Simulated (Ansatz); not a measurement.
System: rutile GeO2. Method: r²SCAN (Ansatz, a program for electronic structure, PAW).

A relaxed, unreconstructed slab of the (100) face has 18 atoms, two equal faces of 12.659 Å² each and an energy of -32640.0808 eV. A bulk cell of 6 atoms with the same orientation and in-plane k mesh has -10880.6521 eV. Energies are extrapolated to zero smearing.

Settings: plane-wave cutoff 500 eV, 6×10×1 k mesh (along the axes of the cell as run), gaussian smearing 0.02 eV, scalar-relativistic PAW data made under PBE.

Worked out: γ = (E_slab − N E_bulk per atom)/2A = [-32640.0808 − 18 × (-10880.6521/6)]/(2 × 12.659) = 0.0741 eV/Å². With 16.022 J/m² per eV/Å² this is 1.19 J/m², or 0.94 eV per surface cell and face.
